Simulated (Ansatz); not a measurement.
Ag:

```
Ag
1.0
    -1.66744    1.70967    1.67800
     1.64484   -1.66248    1.60821
     1.64974    1.64478   -1.63081
Ag
1
Direct
  0.00036 0.98336 0.99733
```

The cell isn't the ideal one: cell strained at random at fixed volume.

Below is the output of Ansatz 0.2.0 for this cell. Logs are shortened: lines on timing, memory, paths and dates and some standing lists are left out, and cuts for length are marked.

```text
Warning: RAYON_NUM_THREADS=2 ignored (pool sized by the plan → 2); use --threads N
Engine: ansatz 0.2.0, aarch64-unknown-linux-gnu
Pseudopotentials: kind: paw
Pseudopotential: Ag, paw, valence charge 19, recommended cutoff 420 eV (normal), Ag.paw.azcp
Functional definition: PBE
  parameter kappa = 0.804
  parameter beta = 0.06672455060314922
  exchange = pbe_x(kappa = kappa, mu = beta*pi^2/3)
  correlation = pbe_c(beta = beta)
Crystal: 1 atoms, lattice volume = 18.154 Å³
Basis set: ecut = 420 eV, 363 PW (Γ), exchange–correlation on 40×40×40 points (8 copies of the dense FFT grid, shifted against one another)
Bands: 14, of which v1, the nominal top of the filled ones, is band 10 counted from 1 (9 counted from 0)
Symmetry: 2 space group operations
Space group: P-1 (ITA 2), of the structure as read, at distance tolerance 2.6e-5 Å
k-points: 666 of 1331
Non-local potential: Ag, projectors of the file, l = 0: 3, l = 1: 2, l = 2: 2, l = 3: 1
PAW form: soft (Blöchl's): semilocal exchange-correlation on the pseudo side does not see the compensation charge
PAW one-centre angular grid: Ag, 590 points (default); XC on 64 Gauss nodes
Initial density: superposition of atomic densities (neutral atoms: chi_scale 0, normalization atom), corrected by the library's trained network
Initial wavefunctions: pseudopotential atomic-orbital guess
Functional: x = pbe(κ = 0.804, μ = 0.2195149727645171), c = pbe(β = 0.06672455060314922)
SCF iter   1: F=—  HF=-7590.528206 eV  |F-HF|=—  |Δ(HF+E_count)|=         —  Δρ=8.73e-4  dr2=2.88e-5  ethr=1.77e-3  ⟨swp⟩=4.9  Hψ=47308  notcnv=0
preconditioner: auto → Kerker (q_TF=auto, 2.749 Å⁻¹)  [metal: Δε(μ)=0.004 eV  Ē_g=15.798 eV  σ=0.050 eV  W_gap=0.02  n_scr=12 (ndim 8)  ℏωp=28.9 eV  f_vac=0.000  D(μ)=0.35/eV (n_scr^D=0)]
SCF iter   2: F=—  HF=-7590.528400 eV  |F-HF|=—  |Δ(HF+E_count)|=   1.94e-4  Δρ=4.90e-4  dr2=1.04e-5  ethr=1.51e-7  ⟨swp⟩=2.1  Hψ=21027  notcnv=0
SCF iter   3: F=—  HF=-7590.528429 eV  |F-HF|=—  |Δ(HF+E_count)|=   2.90e-5  Δρ=8.45e-5  dr2=5.68e-7  ethr=5.48e-8  ⟨swp⟩=2.0  Hψ=12727  notcnv=0
iter 4 did not close the SCF: its close was put off for the readings that it lacked (scf_convergence_deferred on its scf_iter line)
SCF iter   4: F=-7590.528429 eV  HF=-7590.528429 eV  |F-HF|=4.62e-8  |Δ(HF+E_count)|=   4.76e-7  Δρ=1.96e-5  dr2=3.53e-8  ethr=2.99e-9  ⟨swp⟩=2.5  Hψ=15044  notcnv=0
iter 5 did not close the SCF: its close was put off for the readings that it lacked (scf_convergence_deferred on its scf_iter line)
SCF iter   5: F=-7590.528429 eV  HF=-7590.528429 eV  |F-HF|=9.23e-10  |Δ(HF+E_count)|=   5.16e-8  Δρ=3.46e-6  dr2=1.26e-9  ethr=1.86e-10  ⟨swp⟩=2.0  Hψ=12618  notcnv=0
SCF iter   6: F=-7590.528429 eV  HF=-7590.528429 eV  |F-HF|=0.00e0  |Δ(HF+E_count)|=   1.12e-9  Δρ=7.75e-7  dr2=8.51e-11  ethr=6.62e-12  ⟨swp⟩=2.2  Hψ=28109  notcnv=0
SCF 1 converged in 6 iterations: F = -7590.528429 eV  dr2 = 8.51e-11
  greatest PAW one-centre occupation: 1.000 electrons in one spin orbital (limit 2), on the Ag atom at site 0 (counted from 0), in its partial waves of l = 0
SCF converged after 6 iterations
Free energy (F): -7590.528429 eV
Harris-Foulkes:  -7590.528429 eV  (|F-HF|=0.00e0)
Internal energy: -7590.525669 eV  (E = F + TS)
E sigma→0 (E₀):  -7590.527049 eV
Entropy (-TS):   -0.002760 eV (-2.760 meV/atom)
Fermi energy:    16.002459 eV
--- Per-component energies (eV) ---
  E_band       = -256.861355
  E_kinetic    = 526.910397
  E_local      = -2291.627560  (includes V_loc(G=0)·N_el)
  E_nonlocal   = 80.145799
  E_hartree    = 1036.982238
  E_xc         = -184.607275
  E_vxc        = -234.534171  (∫ρ·V_xc dr)
  E_paw        = -3902.132081  (= ΣΔE_a)
  E_vpaw       = -411.720201  (= ΣTr[D̂ρ^β])
  E_aug_tail   = 0.000314  (compensation charges beyond the density's cutoff)
  E_ewald      = -2856.197502
  E_smearing   = -0.002760  (= −TS)
  E_closure    = -0.000000  (closes the sum)
  Σ components = -7590.528429   (vs F -7590.528429, Δ=0.00e0)
--- Forces (eV/Å), atoms counted from 1 ---
  atom   1  Ag     0.00000000     0.00000000     0.00000000
  max |Σ_I F_I| component: 0.00e0 eV/Å
--- Stress (GPa, compression-positive) ---
       -0.799285       0.523794       0.643100
        0.523794      -0.531068      -1.545662
        0.643100      -1.545662      -0.937372
  P = ⅓ Tr σ = -0.7559 GPa (-7.559 kbar)
--- Band table (eV; the first three rows and the last of 666) ---
  k-point 0: bands = ["-75.8151", "-39.2240", "-39.2231", "-39.2212", "8.6614", "11.1984", "11.2684", "11.4592", "12.4794", "12.5664", "33.2209", "33.5782", "33.9284", "38.4827"]
  k-point 1: bands = ["-75.8139", "-39.2331", "-39.2277", "-39.2224", "8.9205", "11.1943", "11.3643", "11.4682", "12.4210", "12.5566", "32.8099", "33.3293", "33.8607", "36.8233"]
  k-point 2: bands = ["-75.8108", "-39.2624", "-39.2383", "-39.2219", "9.5974", "11.1247", "11.4101", "11.8342", "12.3117", "12.5525", "30.2157", "32.3802", "34.1251", "35.4103"]
  k-point 665: bands = ["-75.8043", "-39.3177", "-39.2616", "-39.2321", "10.3862", "10.6855", "11.9635", "12.4938", "12.6469", "14.8026", "23.1549", "28.1965", "28.2825", "36.6479"]
```

Question: Write the input and the command behind it.

Answer: Single point with PBE, no spin polarisation. The files as run (others can give the same):

input.yaml
```yaml
crystal:
  lattice:
    - [-1.667437, 1.709674, 1.678003]
    - [1.644845, -1.662476, 1.608214]
    - [1.649741, 1.64478, -1.630805]
  atoms:
    - { symbol: Ag, position: [0.00036, -0.016641, -0.002668] }
hamiltonian:
  xc: pbe
  pseudopotentials: { kind: paw }
kpoints:
  mp_grid: { grid: [11, 11, 11] }
scf:
  occupations: { method: fermi_dirac, width: 0.05 }
output:
  forces: true
  stress: true
  eigenvalues: true
```

Potentials or basis: Ansatz PAW.
Launch:
```bash
$ ansatz run input.yaml --threads 2 --pin off --max-ram 5120MiB --backend cpu --events-out ev --progress --plain --runs-dir out
```
